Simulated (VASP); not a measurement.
# Si2W: relaxation of cell and atoms with LDA

Si2W:

```
CELL_PARAMETERS angstrom
-1.60690 1.60690 3.91495
1.60690 -1.60690 3.91495
1.60690 1.60690 -3.91495
ATOMIC_POSITIONS crystal
Si 0.33470 0.33470 0.00000
Si 0.66530 0.66530 0.00000
W 0.00000 0.00000 0.00000
```

```
Program                : VASP 6.6.1
Task                   : relaxation of cell and atoms
Functional             : LDA
Potentials or basis    : VASP PAW LDA potentials, release 64 (Si, W_sv)
Cutoff                 : 350 eV
k mesh                 : 10 × 10 × 10
Occupations            : gaussian, width 0.1 eV
Spin                   : no spin polarisation
Further INCAR settings : ALGO = Fast; EDIFF = 1e-07; IBRION = 2; EDIFFG = -0.002; NSW = 80; ISIF = 3
```

```yaml
Relaxed_volume: 13.18 Å³/atom
Relaxed_cell: a = 4.495 Å, b = 4.495 Å, c = 4.495 Å, α = 138.45°, β = 138.45°, γ = 60.22°
Space_group_after_relaxing_to_0.05_Å: I4/mmm (No. 139)
Energy_gained_by_relaxing: 4.9 meV/atom
Ionic_steps: 12
Pressure_after_relaxing: 0.0 GPa
Band_gap_on_the_k_mesh: none (metal or under the smearing width)
```

The path:
```tsv
step	energy change (eV)	largest force (eV/Å)	pressure (GPa)	volume (Å³)
1	0.0000	0.0711	-5.18	40.44
2	0.0399	0.1868	11.16	37.94
3	-0.0147	0.0112	-0.09	39.56
4	-0.0147	0.0129	0.02	39.54
5	-0.0148	0.0045	0.04	39.53
6	-0.0148	0.0071	0.03	39.54
7	-0.0148	0.0068	0.03	39.54
8	-0.0148	0.0055	0.04	39.53
9	-0.0148	0.0070	0.04	39.54
10	-0.0148	0.0004	-0.07	39.55
11	-0.0148	0.0026	-0.02	39.54
12	-0.0148	0.0002	0.01	39.54
```

Final structure:
```
Si W
1.0
    -1.59439    1.59439    3.88855
     1.59439   -1.59439    3.88855
     1.59439    1.59439   -3.88855
Si W
2 1
Direct
  0.33476 0.33476 0.00000
  0.66524 0.66524 0.00000
  0.00000 0.00000 0.00000
```

Levels at points of the mesh, in eV from the Fermi level:
```
           k point  band 9  band 10  band 11  band 12  band 13  band 14
(0.00, 0.00, 0.00)   -2.88    -2.88     0.63     2.90     2.96     3.19
(0.50, 0.00, 0.00)   -2.84    -2.84    -0.45     2.76     2.85     4.01
(0.50, 0.50, 0.00)   -5.05    -3.33    -1.66     2.91     3.02     3.21
(0.50, 0.50, 0.50)   -0.78    -0.78    -0.52    -0.52     0.82     4.58
```

Run time: 3 min on 4 MPI ranks on AMD EPYC 7R13 Processor (Zen 3) (shared host), peak memory 0.14 GiB a rank.

Spin-orbit coupling is left out, which matters for the levels of W. Zero-point motion and thermal expansion aren't in these numbers.
